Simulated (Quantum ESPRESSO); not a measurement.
**ZnS (F-43m): the LO frequency by hand**

Wanted: the LO mode of ZnS (F-43m) from the TO mode and the field response.

Method: DFT LDA, scalar-relativistic, plane waves, PseudoDojo norm-conserving pseudopotentials, in Quantum ESPRESSO 7.5.

The database entry behind the starting cell differs from later determinations by our own check (about 0.1 % short), so it need not match the best structure at ambient conditions.

### 1. The relaxed structure

Symmetry: F-43m, No. 216, cubic system. Conventional cell: a = 5.298 Å, b = 5.298 Å, c = 5.298 Å, α = 90.00°, β = 90.00°, γ = 90.00°. Nearest to Zn lie 4 S at 2.29 Å. Nearest to S lie 4 Zn at 2.29 Å. Farther neighbours and most contacts between anions are not listed.

Structure file:

```cif
data_structure
_symmetry_space_group_name_H-M 'P 1'
_symmetry_Int_Tables_number 1
_cell_length_a 3.7459
_cell_length_b 3.7459
_cell_length_c 3.7459
_cell_angle_alpha 60.000
_cell_angle_beta 60.000
_cell_angle_gamma 60.000
_cell_volume 37.17
loop_
_atom_site_label
_atom_site_type_symbol
_atom_site_fract_x
_atom_site_fract_y
_atom_site_fract_z
_atom_site_occupancy
Zn1 Zn 0.25000 0.25000 0.25000 1
S2 S 0.00000 0.00000 0.00000 1
```

This is the cell after its relaxation at this level of theory, not the database cell from which that began.

### 2. What the response run gave

A linear-response run on the relaxed cell, with the response to an electric field; only its zone-centre results are used. Cutoff 84 Ry, k mesh 8×8×8.

What it wrote:

```text
[banners, grids, parts of the stress and lines that vanish by symmetry left out]
Program PHONON v.7.5
     Reading xml data from directory:

[...]
Exchange-correlation= PW
                           (   1   4   0   0   0   0   0)
[...]
kinetic-energy cut-off    =      84.0000  Ry
     charge density cut-off    =     336.0000  Ry
     convergence threshold     =      1.0E-18
[...]
Exchange-correlation= PW
                           (   1   4   0   0   0   0   0)
[...]
q = (   0.0000000   0.0000000   0.0000000 )
     25 Sym.Ops. (with q -> -q+G )
     G cutoff =  426.4771  (  26229 G-vectors)     FFT grid: ( 45, 45, 45)
     number of k points=    29
[...]
Mode symmetry, T_d (-43m)  point group:
[...]
Dielectric constant
[...]
End of electric fields calculation
          Dielectric constant in cartesian axis
          (       6.348327810       0.000000000      -0.000000000 )
          (       0.000000000       6.348327810      -0.000000000 )
          (       0.000000000       0.000000000       6.348327810 )
          Effective charges (d Force / dE) in cartesian axis without acoustic sum rule applied (asr)
           atom    1  Zn    Mean Z*:        1.90978
      Ex  (        1.90978        0.00000       -0.00000 )
      Ey  (        0.00000        1.90978       -0.00000 )
      Ez  (       -0.00000       -0.00000        1.90978 )
           atom    2  S     Mean Z*:       -1.92899
      Ex  (       -1.92899       -0.00000       -0.00000 )
      Ey  (       -0.00000       -1.92899       -0.00000 )
      Ez  (       -0.00000       -0.00000       -1.92899 )
          Effective charges Sum: Mean:       -0.01922
[...]
Effective charges (d Force / dE) in cartesian axis with asr applied:
           atom    1  Zn    Mean Z*:        1.91938
[...]
atom    2  S     Mean Z*:       -1.91938
[...]
Representation #   1 modes #   1   2   3
[...]
End of self-consistent calculation
     Convergence has been achieved
     Representation #   2 modes #   4   5   6
[...]
End of self-consistent calculation
     Convergence has been achieved
[...]
Dielectric constant in cartesian axis
          (       6.348327810       0.000000000      -0.000000000 )
          (       0.000000000       6.348327810      -0.000000000 )
          (       0.000000000       0.000000000       6.348327810 )
          Effective charges (d Force / dE) in cartesian axis without acoustic sum rule applied (asr)
           atom    1  Zn    Mean Z*:        1.90978
      Ex  (        1.90978        0.00000       -0.00000 )
      Ey  (        0.00000        1.90978       -0.00000 )
      Ez  (       -0.00000       -0.00000        1.90978 )
           atom    2  S     Mean Z*:       -1.92899
      Ex  (       -1.92899       -0.00000       -0.00000 )
      Ey  (       -0.00000       -1.92899       -0.00000 )
      Ez  (       -0.00000       -0.00000       -1.92899 )
          Effective charges Sum: Mean:       -0.01922
[...]
Effective charges (d Force / dE) in cartesian axis with asr applied:
           atom    1  Zn    Mean Z*:        1.91938
[...]
atom    2  S     Mean Z*:       -1.91938
[...]
q = (    0.000000000   0.000000000   0.000000000 )
[...]
freq (    1) =       0.085897 [THz] =       2.865206 [cm-1]
     freq (    2) =       0.085897 [THz] =       2.865206 [cm-1]
     freq (    3) =       0.085897 [THz] =       2.865206 [cm-1]
     freq (    4) =       8.729477 [THz] =     291.184024 [cm-1]
     freq (    5) =       8.729477 [THz] =     291.184024 [cm-1]
     freq (    6) =       8.729477 [THz] =     291.184024 [cm-1]
[...]
Mode symmetry, T_d (-43m)  point group:
     freq (   1-   3) =          2.9  [cm-1]   --> T_2  G_15 P_4   I+R
     freq (   4-   6) =        291.2  [cm-1]   --> T_2  G_15 P_4   I+R

   JOB DONE.
```

```csv
quantity,value
cell volume Ω (Å³),37.167
mass of Zn (u),65.380
mass of S (u),32.060
"Born charge of Zn, raw (e)",1.910
"Born charge of S, raw (e)",-1.929
ε∞,6.348
ω(TO) after the sum rule (cm⁻¹),291.2
```

### 3. The calculation

The charges must sum to zero over the cell; taking off their mean, -0.010 e, leaves Z* = 1.919 e on Zn. In the polar mode Zn moves against S, so the reduced mass is μ = 65.38 × 32.06 / 97.44 = 21.512 u.

A longitudinal wave builds up a field that adds to the restoring force: ω(LO)² = ω(TO)² + 4π Z*² / (μ Ω ε∞), in Hartree atomic units. With μ = 39213 electron masses and Ω = 250.82 bohr³ the second term is 7.4147e-07 Ha², or 35716 cm⁻² (1 Ha = 219474.6 cm⁻¹).

So ω(LO) = √(84786 + 35716) = 347.1 cm⁻¹, and by the Lyddane-Sachs-Teller relation ε₀ = ε∞ (ω(LO)/ω(TO))² = 9.02.

### 4. Check against the program

The analysis program adds the same non-analytic term to the full matrix, here for q along (1 0 0).

What it wrote:

```text
[banner, memory and clock lines left out]
Program DYNMAT v.7.5

     Reading Dynamical Matrix from file g.dyn
     ...Force constants read
     ...epsilon and Z* read

     Polarizability (A^3 units)
     multiply by 0.359353 for Clausius-Mossotti correction
        15.818703    0.000000    0.000000
         0.000000   15.818703    0.000000
        -0.000000   -0.000000   15.818703

     IR activities are in (D/A)^2/amu units

# mode   [cm-1]    [THz]      IR
    1     -0.00   -0.0000    0.0000
    2     -0.00   -0.0000    0.0000
    3      0.00    0.0000    0.0000
    4    291.18    8.7293    3.9511
    5    291.18    8.7293    3.9511
    6    347.13   10.4067    3.9511
```

ε₀ comes from the program's run without a direction of q.

```
    quantity  by hand  program
ω(LO) (cm⁻¹)    347.1    347.1
          ε₀     9.02     9.02
```

### 5. Results

```json
{"TO mode": "291.2 cm⁻¹", "LO mode": "347.1 cm⁻¹", "static dielectric constant": "9.023"}
```

The LO mode of ZnS (F-43m) lies at 347 cm⁻¹, 56 cm⁻¹ above the TO mode; the formula meets the program within 0.1 cm⁻¹, as it must for a cubic crystal with one polar mode. ω(LO)² − ω(TO)² goes with Z*²/ε∞: an error of 5 % in ε∞ would move the LO mode by 2.5 cm⁻¹, and semilocal functionals tend to overestimate ε∞. The raw charges miss their sum by 0.019 e, a sign that the k mesh is short for the field response, so ε∞ may be some per cent too high. These are harmonic values at zero temperature, at the volume of this functional, for the structure held cubic; stability elsewhere in the zone is no part of this calculation.

[Host names and launcher messages were left out of these logs when they were recorded.]

[Logs are printed without paths, hosts, clocks, repeated set-up lines and the standing remarks that a program may print on its own settings, such as how far it seeks lower states.]

[Hosts, paths, dates, database ids (printed as entryN), source tags and the programs' standing remarks are cut or masked in the printed files.]
